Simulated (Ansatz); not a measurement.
This script for an equation of state with a fit of NaH, space group Pm-3m with the Ansatz DFT code, driven from Python holds a mistake.

`nah_eos.py`
```python
'''Energy against volume for NaH, with a fit.'''

import ansatz
import numpy as np
from scipy.optimize import curve_fit

vectors0 = np.array([
    [2.955124, 0.0, 0.0],
    [0.0, 2.955124, 0.0],
    [0.0, 0.0, 2.955124],
])
sites = [
    ('Na', (0.0, 0.0, 0.0)),
    ('H', (0.5, 0.5, 0.5)),
]


def on_lattice(cell):
    crystal = ansatz.Crystal(lattice=ansatz.Lattice.of(cell))
    for symbol, position in sites:
        crystal = crystal.atom(symbol, position)
    return crystal

def vinet(v, e0, v0, b0, b1):
    eta = (v / v0) ** (1 / 3)
    return e0 + 2 * b0 * v0 / (b1 - 1) ** 2 * (2 - (5 + 3 * b1 * (eta - 1) - 3 * eta) * np.exp(-1.5 * (b1 - 1) * (eta - 1)))


def main() -> None:
    # scale the volume, keep shape and fractions
    volumes, energies, pressures = [], [], []
    for scale in np.linspace(0.94, 1.06, 7):
        cell = vectors0 * scale ** (1 / 3)
        model = (
            on_lattice(cell).calculation()
            .occupations('fixed')
            .functional(ansatz.Functional.R2SCAN)
            .basis(24 * ansatz.Ha)
            .scf(max_iterations=4)
            .kpoints(6, 6, 6)
            .stress()
        )
        rep = model.run(threads=1).report
        volumes.append(abs(np.linalg.det(cell)) / len(sites))
        energies.append(rep['free_energy_ev'] / len(sites))
        pressures.append(np.trace(rep['stress_gpa']) / 3)
        print(f'V = {volumes[-1]:8.4f} A^3/atom  F = {energies[-1]:.5f} eV/atom  P = {pressures[-1]:8.3f} GPa')

    guess = (min(energies), volumes[int(np.argmin(energies))], 0.5, 4.5)
    (e0, v0, b0, b1), _ = curve_fit(vinet, np.array(volumes), np.array(energies), p0=guess, maxfev=20000)
    print(f'Vinet fit: V0 = {v0:.4f} A^3/atom, B0 = {160.21766 * b0:.1f} GPa, B1 = {b1:.2f}')
    print('largest residual', round(1000 * float(np.abs(vinet(np.array(volumes), e0, v0, b0, b1) - energies).max()), 3), 'meV/atom')


if __name__ == '__main__':
    main()
```

```console
$ python nah_eos.py
Traceback (most recent call last):
  File "nah_eos.py", line 56, in <module>
    main()
    ~~~~^^
  File "nah_eos.py", line 43, in main
    rep = model.run(threads=1).report
          ~~~~~~~~~^^^^^^^^^^^
  ...
ansatz.NonConvergedError: did not converge after 4 iterations: dr2 = 2.93e-6 (threshold 1.00e-7), under the density mixer `msr1`, which `scf.mixing.algorithm: auto` chose by the deck's other keys (type `scf.mixing.algorithm: msr1` to keep it); at k-index 3, counted from 0 in this SCF's own list of k-points, the highest band that the last eigensolve's fill by count filled, -0.028055 eV, and the lowest that it left empty, 5.248178 eV, lay 5.276e0 eV apart, the closest at any k-point: where those lie closer than the levels still move from one iteration to the next, and no symmetry of the run holds them equal, such a fill need not settle, and opposed starting moments at zero total moment, or else a narrow smearing, may settle it (`scf.occupations.method`, Limitations, in the input reference); raise `scf.max_iter`, which need not help a stalled SCF, or adjust the mixing (`scf.mixing`) or, under a smearing, its width (`scf.occupations.width`, in either direction: another width is another result); this SCF holds its density and magnetisation to the symmetry operations that it keeps, and cannot end on a state that breaks one of them: if the state sought breaks one, re-run with [...]
```
(Library frames cut from the traceback.)

Why does it end like this?

The fault: the SCF is allowed too few iterations. The change:

```diff
--- before
+++ after
@@ -38,3 +38,3 @@
             .basis(24 * ansatz.Ha)
-            .scf(max_iterations=4)
+            .scf(tolerance=1e-07)
             .kpoints(6, 6, 6)
```

The mended script runs so:

`python nah_eos.py` gives:
```text
DeckWarning: output.stress: scf.convergence.dr2_threshold = 1e-7 eV (the SCF's general default) is looser than the 2e-10 eV advised for a printed stress (1e-10 eV for each atom of the cell: 2). What [...]
V =  12.1290 A^3/atom  F = -752.41031 eV/atom  P =    1.065 GPa
V =  12.3871 A^3/atom  F = -752.41155 eV/atom  P =    0.475 GPa
V =  12.6451 A^3/atom  F = -752.41187 eV/atom  P =   -0.061 GPa
V =  12.9032 A^3/atom  F = -752.41138 eV/atom  P =   -0.547 GPa
V =  13.1613 A^3/atom  F = -752.41013 eV/atom  P =   -0.990 GPa
V =  13.4193 A^3/atom  F = -752.40821 eV/atom  P =   -1.393 GPa
V =  13.6774 A^3/atom  F = -752.40567 eV/atom  P =   -1.759 GPa
Vinet fit: V0 = 12.6149 A^3/atom, B0 = 25.2 GPa, B1 = 3.64
largest residual 0.0 meV/atom
```
(Warnings from the package without file and line, shortened.)

Reading the output:
- Absolute energies stand on the zero of these potentials, so only differences at equal settings mean something.
- Pressure is positive in compression.
- The structure comes from a database of computed cells and needn't be a stable or known phase.
- Cost: about 11 core-seconds.

(Lines on the test bed's own set-up are left out of the output.)
